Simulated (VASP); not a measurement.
# AgCl (Chlorargyrite) (Fm-3m) in VASP: a series of runs

The runs below take AgCl (Chlorargyrite) through single point, with PBEsol.

All numbers are computed with VASP 6.6.1; they aren't measurements. Logs are shortened: lines on timing, memory, paths and dates and some standing lists are left out, and cuts for length are marked.

**What was measured.**

A printed reference work, data compilation reports, for a bulk crystal of AgCl: band gap 3.249 eV (indirect).

The results are compared with them further down.

## (1) The cell of the first run

It takes space group Fm-3m (No. 225, cubic). The conventional cell has a = 5.470 Å, b = 5.470 Å, c = 5.470 Å, α = 90.00°, β = 90.00°, γ = 90.00°. Within 3.6 Å of Ag (site symmetry m-3m) lie 6 Cl at 2.73 Å. Within 3.6 Å of Cl (site symmetry m-3m) lie 6 Ag at 2.73 Å.

## (2) Single point, PBEsol

File INCAR:

```
SYSTEM = AgCl
  PREC = Accurate
  ENCUT = 520
  EDIFF = 1E-6
  ISMEAR = 0
  SIGMA = 0.01
  LREAL = .FALSE.
  LASPH = .TRUE.
  NELM = 80
  ALGO = Normal
  ISIF = 2
  LWAVE = .FALSE.
  LCHARG = .FALSE.
  GGA = PS
  NBANDS = 16
```

File KPOINTS:

```
regular mesh
0
G
  8 8 8
  0 0 0
```

File POSCAR:

```
AgCl
1.0
    0.0000000000      2.7350000000      2.7350000000
    2.7350000000      0.0000000000      2.7350000000
    2.7350000000      2.7350000000      0.0000000000
Ag Cl
1 1
Direct
    0.0000000000      0.0000000000      0.0000000000
    0.5000000000      0.5000000000      0.5000000000
```

Potentials or basis: VASP PAW PBE potentials, release 64 (Ag, Cl).

On the command line:

```
> cat potpaw_PBE.64/Ag/POTCAR potpaw_PBE.64/Cl/POTCAR > POTCAR
> mpirun -np 1 vasp_std > vasp.out
```

OUTCAR:

```text
SYSTEM = AgCl
   PREC = Accurate
   ENCUT = 520
   EDIFF = 1E-6
   ISMEAR = 0
   LREAL = .FALSE.
   LASPH = .TRUE.
   NELM = 80
   ISIF = 2
   GGA = PS

 ion  position               nearest neighbor table
   1  0.000  0.000  0.000-   2 2.73   2 2.73   2 2.73   2 2.73   2 2.73   2 2.73
   2  0.500  0.500  0.500-   1 2.73   1 2.73   1 2.73   1 2.73   1 2.73   1 2.73

  LATTYP: Found a face centered cubic cell.
 ALAT       =     5.4700000000

  Lattice vectors:

 A1 = (   0.0000000000,   2.7350000000,   2.7350000000)
 A2 = (   2.7350000000,   0.0000000000,   2.7350000000)
 A3 = (   2.7350000000,   2.7350000000,   0.0000000000)

Analysis of symmetry for initial positions (statically):
=====================================================================
 Subroutine PRICEL returns:
 Original cell was already a primitive cell.

 Routine SETGRP: Setting up the symmetry group for a
 face centered cubic supercell.

 Subroutine GETGRP returns: Found 48 space group operations
 (whereof 48 operations were pure point group operations)
 out of a pool of 48 trial point group operations.

The static configuration has the point symmetry O_h .

Analysis of symmetry for dynamics (positions and initial velocities):
=====================================================================
 Subroutine PRICEL returns:
 Original cell was already a primitive cell.

 Routine SETGRP: Setting up the symmetry group for a
 face centered cubic supercell.

 Subroutine GETGRP returns: Found 48 space group operations
 (whereof 48 operations were pure point group operations)
 out of a pool of 48 trial point group operations.

The dynamic configuration has the point symmetry O_h .

 Subroutine INISYM returns: Found 48 space group operations
 (whereof 48 operations are pure point group operations),
 and found     1 'primitive' translations

----------------------------------------------------------------------------------------

                                     Primitive cell

  volume of cell :      40.9168

  direct lattice vectors                    reciprocal lattice vectors
     0.000000000  2.735000000  2.735000000    -0.182815356  0.182815356  0.182815356
     2.735000000  0.000000000  2.735000000     0.182815356 -0.182815356  0.182815356
     2.735000000  2.735000000  0.000000000     0.182815356  0.182815356 -0.182815356

  length of vectors
     3.867874093  3.867874093  3.867874093     0.316645486  0.316645486  0.316645486

  position of ions in fractional coordinates (direct lattice)
     0.000000000  0.000000000  0.000000000
     0.500000000  0.500000000  0.500000000

  ion indices of the primitive-cell ions
   primitive index   ion index
                 1           1
                 2           2

----------------------------------------------------------------------------------------

 KPOINTS: regular mesh

Automatic generation of k-mesh.
 Grid dimensions read from file:
 generate k-points for:    8    8    8

 Generating k-lattice:

  Cartesian coordinates                     Fractional coordinates (reciprocal lattice)
    -0.022851920  0.022851920  0.022851920     0.125000000  0.000000000  0.000000000
     0.022851920 -0.022851920  0.022851920     0.000000000  0.125000000  0.000000000
     0.022851920  0.022851920 -0.022851920     0.000000000  0.000000000  0.125000000

  Length of vectors
     0.039580686  0.039580686  0.039580686

  Shift w.r.t. Gamma in fractional coordinates (k-lattice)
     0.000000000  0.000000000  0.000000000

 Subroutine IBZKPT returns following result:
 ===========================================

 Found     29 irreducible k-points:

 Following reciprocal coordinates:
            Coordinates               Weight
  0.000000  0.000000  0.000000      1.000000
  0.125000  0.000000  0.000000      8.000000
  0.250000  0.000000  0.000000      8.000000
  0.375000  0.000000  0.000000      8.000000
  0.500000  0.000000  0.000000      4.000000
  0.125000  0.125000  0.000000      6.000000
[... 16 lines left out ...]
  0.500000  0.250000  0.125000     48.000000
 -0.375000  0.250000  0.125000     24.000000
 [... further k-points ...]
   k-points           NKPTS =     29   k-points in BZ     NKDIM =     29   number of bands    NBANDS=     16
   number of dos      NEDOS =    301   number of ions     NIONS =      2
   total plane-waves  NPLWV =  27000
   dimension x,y,z NGX =    30 NGY =   30 NGZ =   30
   dimension x,y,z NGXF=    60 NGYF=   60 NGZF=   60
   ions per type =               1   1
   NGX,Y,Z   is equivalent  to a cutoff of  12.89, 12.89, 12.89 a.u.
   NGXF,Y,Z  is equivalent  to a cutoff of  25.79, 25.79, 25.79 a.u.
 SYSTEM =  AgCl
   PREC   = accura    normal or accurate (medium, high low for compatibility)
   ISTART =      0    job   : 0-new  1-cont  2-samecut
   ICHARG =      2    charge: 1-file 2-atom 10-const
   ISPIN  =      1    spin polarized calculation?
   LNONCOLLINEAR =      F non collinear calculations
   LSORBIT =      F    spin-orbit coupling
   LASPH  =      T    aspherical Exc in radial PAW
   ENCUT  =  520.0 eV  38.22 Ry    6.18 a.u.   7.19  7.19  7.19*2*pi/ulx,y,z
   NELM   =     80;   NELMIN=  2; NELMDL= -5     # of ELM steps
   EDIFF  = 0.1E-05   stopping-criterion for ELM
   LREAL  =      F    real-space projection
   EDIFFG = 0.1E-04   stopping-criterion for IOM
   NSW    =      0    number of steps for IOM
   IBRION =     -1    ionic relax: 0-MD 1-quasi-New 2-CG
   NFREE  =      0    steps in history (QN), initial steepest desc. (CG)
   ISIF   =      2    stress and relaxation
   ISYM   =      2    0-nonsym 1-usesym 2-fastsym
   POTIM  = 0.5000    time-step for ionic-motion
   TEBEG  =    0.0;   TEEND  =   0.0 temperature during run
   PSTRESS=    0.0 pullay stress
   NELECT =      18.0000    total number of electrons
   NUPDOWN=      -1.0000    fix difference up-down
   EMIN   =  10.00;   EMAX   =-10.00  energy-range for DOS
   EFERMI =   0.00;   METHOD = LEGACY
   ISMEAR =     0;   SIGMA  =   0.01  broadening in eV -4-tet -1-fermi 0-gaus
   EFERMI_NEDOS =   21; number of points for ismear=-14 and -15
   IALGO  =     38    algorithm
   IMIX   =      4    mixing-type and parameters
     AMIX     =   0.40;   BMIX     =  1.00
     AMIX_MAG =   1.60;   BMIX_MAG =  1.00
  volume/ion in A,a.u.               =      20.46       138.06
  Fermi-wavevector in a.u.,A,eV,Ry     =   1.245083  2.352866 21.092186  1.550232
  Thomas-Fermi vector in A             =   2.379321
   LORBIT       =      0    0 simple, 1 ext, 2 COOP (PROOUT), +10 PAW based schemes
   GGA     = PS    functional components
   LHFCALC =     F    Hartree Fock is set to
   AEXX    =    0.0000 exact exchange contribution
   IVDW    =     0    specifies the selected vdW correction
   LEPSILON=     F    determine dielectric tensor
   LRPA    =     F    only Hartree local field effects (RPA)
 non-spin polarized calculation
 Gauss-broadening in eV      SIGMA  =   0.01
  energy-cutoff  :      520.00
  volume of cell :       40.92
 maximum number of plane-waves:      1124
 NGX is ok and might be reduce to    30
   NGX = 15   NGY = 15   NGZ = 15

 number of electron      18.0000002 magnetization

 Free energy of the ion-electron system (eV)
  ---------------------------------------------------
  ext. energy  EPLUGINS =         0.00000000
  ---------------------------------------------------
  free energy    TOTEN  =        -6.05993681 eV

  energy without entropy =       -6.05993681  energy(sigma->0) =       -6.05993681

 E-fermi :   4.3389     XC(G=0): -10.4342

 val. band max:        4.2522443293   @ k =   0.5000   0.0000   0.0000
 cond. band min:       4.9749730710   @ k =   0.0000   0.0000   0.0000
 fundamental gap:      0.7227287417
 Fermi energy:         4.3389290066

 k-point     1 :       0.0000    0.0000    0.0000
  band No.  band energies     occupation
      1     -11.1778      2.00000
      2       1.5992      2.00000
      3       1.5992      2.00000
      4       1.5992      2.00000
      5       1.6413      2.00000
      6       1.6413      2.00000
[... 8 lines left out ...]
     15      17.6590      0.00000
     16      17.6590      0.00000

 k-point     2 :       0.1250    0.0000    0.0000
  band No.  band energies     occupation
      1     -11.1090      2.00000
      2       0.8364      2.00000
      3       0.9109      2.00000
      4       0.9109      2.00000
      5       1.6605      2.00000
      6       1.6605      2.00000
[... 8 lines left out ...]
     15      16.2709      0.00000
     16      16.8563      0.00000

 k-point     3 :       0.2500    0.0000    0.0000
  band No.  band energies     occupation
      1     -10.9348      2.00000
      2      -0.2746      2.00000
      3       0.2994      2.00000
      4       0.2994      2.00000
      5       1.8033      2.00000
      6       1.8033      2.00000
[... 8 lines left out ...]
     15      16.4609      0.00000
     16      16.7801      0.00000

 k-point     4 :       0.3750    0.0000    0.0000
  band No.  band energies     occupation
      1     -10.7478      2.00000
      2      -1.1142      2.00000
      3      -0.0894      2.00000
      4      -0.0894      2.00000
      5       1.9528      2.00000
      6       1.9528      2.00000
[... 8 lines left out ...]
     15      17.3239      0.00000
     16      17.3239      0.00000
[... 324 lines left out ...]
 k-point    22 :       0.3750    0.2500    0.1250
  band No.  band energies     occupation
      1     -10.8286      2.00000
      2      -0.6741      2.00000
      3       0.2104      2.00000
      4       0.5801      2.00000
      5       1.7030      2.00000
      6       1.9316      2.00000
[... 8 lines left out ...]
     15      18.4014      0.00000
     16      19.6810      0.00000

 k-point    23 :       0.5000    0.2500    0.1250
  band No.  band energies     occupation
      1     -10.6955      2.00000
      2      -0.9072      2.00000
      3      -0.1019      2.00000
      4       0.1535      2.00000
      5       1.8391      2.00000
      6       2.0246      2.00000
[... 8 lines left out ...]
     15      18.6199      0.00000
     16      19.4773      0.00000

 k-point    24 :      -0.3750    0.2500    0.1250
  band No.  band energies     occupation
      1     -10.6385      2.00000
      2      -0.9803      2.00000
      3      -0.1666      2.00000
      4      -0.1031      2.00000
      5       1.9420      2.00000
      6       2.0174      2.00000
[... 8 lines left out ...]
     15      17.7648      0.00000
     16      19.2566      0.00000

 [... further k-points ...]

------------------------ aborting loop because EDIFF is reached ----------------------------------------

  FORCE on cell =-STRESS in cart. coord.  units (eV):
  Direction    XX          YY          ZZ          XY          YZ          ZX
  --------------------------------------------------------------------------------------
  -------------------------------------------------------------------------------------
  Total       -0.1991899     -0.1991899     -0.1991899      0.0000000      0.0000000      0.0000000
  in kB       -7.7996653     -7.7996653     -7.7996653      0.0000000      0.0000000      0.0000000
  external PRESSURE =      -7.7996653 kB  Pullay stress =       0.0000000 kB

 VOLUME and BASIS-vectors are now :
 -----------------------------------------------------------------------------
  energy-cutoff  :      520.00
  volume of cell :       40.92
      direct lattice vectors                 reciprocal lattice vectors
     0.000000000  2.735000000  2.735000000    -0.182815356  0.182815356  0.182815356
     2.735000000  0.000000000  2.735000000     0.182815356 -0.182815356  0.182815356
     2.735000000  2.735000000  0.000000000     0.182815356  0.182815356 -0.182815356

 POSITION                                       TOTAL-FORCE (eV/Angst)
 -----------------------------------------------------------------------------------
      0.00000      0.00000      0.00000         0.000000      0.000000      0.000000
      2.73500      2.73500      2.73500         0.000000     -0.000000     -0.000000
 -----------------------------------------------------------------------------------
    total drift:                               -0.000000      0.000000      0.000000

  FREE ENERGIE OF THE ION-ELECTRON SYSTEM (eV)
  ---------------------------------------------------
  free  energy   TOTEN  =        -6.0599368053 eV

  energy  without entropy=       -6.0599368053  energy(sigma->0) =       -6.05993681
```

Wall time 13 s (1 thread of AMD EPYC 9R45 (Zen 5), shared host); peak memory 0.14 GiB.

What came out:

```yaml
Free_energy: -6.0599 eV
Pressure: -0.8 GPa
Band_gap_on_the_k_mesh: 0.72 eV, indirect (least direct gap 3.18 eV)
```

Caveat: the PAW data sets were made with another functional, which shifts forces and pressure a little.

## (3) Single point, PBEsol

File INCAR:

```
ALGO = Normal
EDIFF = 1E-7
ENCUT = 520
GGA = PS
ISIF = 2
ISMEAR = 0
LASPH = T
LCHARG = F
LREAL = F
LWAVE = F
NBANDS = 16
NELM = 60
PREC = Accurate
SIGMA = 0.01
```

File KPOINTS:

```
k-points
0
Gamma
  8 8 8
```

POSCAR is that of step 2.

Potentials or basis: VASP PAW PBE potentials, release 64 (Ag, Cl).

On the command line:

```
> cat potpaw_PBE.64/Ag/POTCAR potpaw_PBE.64/Cl/POTCAR > POTCAR
> mpirun -np 1 vasp_std > vasp.out
```

Wall time 14 s (1 thread of AMD EPYC 9R45 (Zen 5), shared host); peak memory 0.14 GiB.

The run converged. Its results:

| Property | Result |
| --- | --- |
| Free energy | -6.0599 eV |
| Pressure | -0.8 GPa |
| Band gap on the k mesh | 0.72 eV, indirect (least direct gap 3.18 eV) |

Levels at points of the mesh, in eV from the valence-band top:
| k point | band 6 | band 7 | band 8 | band 9 | band 10 | band 11 | band 12 | band 13 |
| --- | --- | --- | --- | --- | --- | --- | --- | --- |
| (0.00, 0.00, 0.00) | -2.61 | -2.51 | -2.51 | -2.51 | 0.72 | 10.73 | 10.73 | 10.73 |
| (0.50, 0.00, 0.00) | -2.24 | -1.90 | 0.00 | 0.00 | 3.92 | 6.67 | 7.45 | 7.45 |
| (0.50, 0.50, 0.00) | -2.40 | -2.10 | -2.10 | -1.99 | 2.16 | 7.80 | 8.60 | 11.56 |

Caveat: the PAW data sets were made with another functional, which shifts forces and pressure a little.

## (4) Against experiment

Step 2. Measured gap of AgCl: 3.249 eV (indirect; a printed reference work, data compilation). This calculation gives 0.72 eV (-2.53 eV). So large a miss can be the level of theory's own, or it may mean another phase, state or a wrong row. Spin-orbit coupling on Ag is left out. The value is that of PBEsol on a finite k mesh, which can miss the band edges, without temperature or zero-point motion. Semilocal functionals fall short of measured gaps as a rule.

Step 3. Measured gap of AgCl: 3.249 eV (indirect; a printed reference work, data compilation). This calculation gives 0.72 eV (-2.53 eV). So large a miss can be the level of theory's own, or it may mean another phase, state or a wrong row. Spin-orbit coupling on Ag is left out. The value is that of PBEsol on a finite k mesh, which can miss the band edges, without temperature or zero-point motion. Semilocal functionals fall short of measured gaps as a rule.
